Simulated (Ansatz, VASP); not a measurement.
# One calculation of CdS, two programs

Contents of INCAR:

```
SYSTEM = CdS
PREC = Accurate
ENCUT = 600
EDIFF = 1E-6
ISMEAR = 0
SIGMA = 0.02
LREAL = .False.
LASPH = .True.
NELM = 60
ALGO = Normal
ISIF = 3
LWAVE = .False.
LCHARG = .False.
GGA = PS
IBRION = 2
NSW = 70
EDIFFG = -0.005
```

Contents of KPOINTS:

```
Automatic mesh
0
Gamma
  8 8 8
  0 0 0
```

The input POSCAR:

```
CdS
1.0
    0.0000000000      2.9632110618      2.9632110618
    2.9632110618      0.0000000000      2.9632110618
    2.9632110618      2.9632110618      0.0000000000
Cd S
1 1
Direct
    0.0000000000      0.0000000000      0.0000000000
    0.2500000000      0.2500000000      0.2500000000
```

Input for Ansatz:

```yaml
crystal:
  lattice:
    - [0.0, 2.9632110618, 2.9632110618]
    - [2.9632110618, 0.0, 2.9632110618]
    - [2.9632110618, 2.9632110618, 0.0]
  atoms:
    - { symbol: Cd, position: [0.0, 0.0, 0.0] }
    - { symbol: S, position: [0.25, 0.25, 0.25] }
basis:
  ecutwfc: 420
kpoints:
  mp_grid: { grid: [8, 8, 8] }
hamiltonian:
  xc: pbesol
scf:
  occupations: { method: gaussian, width: 0.02 }
output:
  forces: true
  stress: true
  eigenvalues: true
relax:
  adjacent_minimum: "off"
  f_tol: 0.005
  max_steps: 50
  cell: { stress_tol: 0.05 }
```

Alike in both runs: task relaxation of cell and atoms; functional PBEsol; k mesh 8 × 8 × 8; occupations gaussian, width 0.02 eV; no spin polarisation.

|  | VASP | Ansatz |
| --- | --- | --- |
| version | VASP 6.6.1 | Ansatz 0.2.0 |
| potentials or method | VASP PAW PBE potentials, release 64 (Cd, S) | scalar-relativistic, plane waves, PAW |
| plane-wave cutoff (eV) | 600 | 420 |
| valence electrons in the cell | 18 | 26 |

|  | VASP | Ansatz | Ansatz less VASP |
| --- | --- | --- | --- |
| gap on the k mesh at the Fermi level, each at its own relaxed structure (eV) | 1.01 | 1.01 | +0.006 |
| relaxed volume (Å³/atom) | 24.83 | 24.70 | -0.133 |
| relaxed cell length with the largest relative difference (Å) | 4.126 | 4.119 | -0.0074 |
| energy change over the relaxation (meV/atom) | -10 | -12 | -2.5 |

The two sets of potentials don't hold the same shells in valence.

Caveats: the PAW data sets were made with another functional, which shifts forces and pressure a little (VASP). As with any semilocal functional, this PBEsol gap is likely too small.
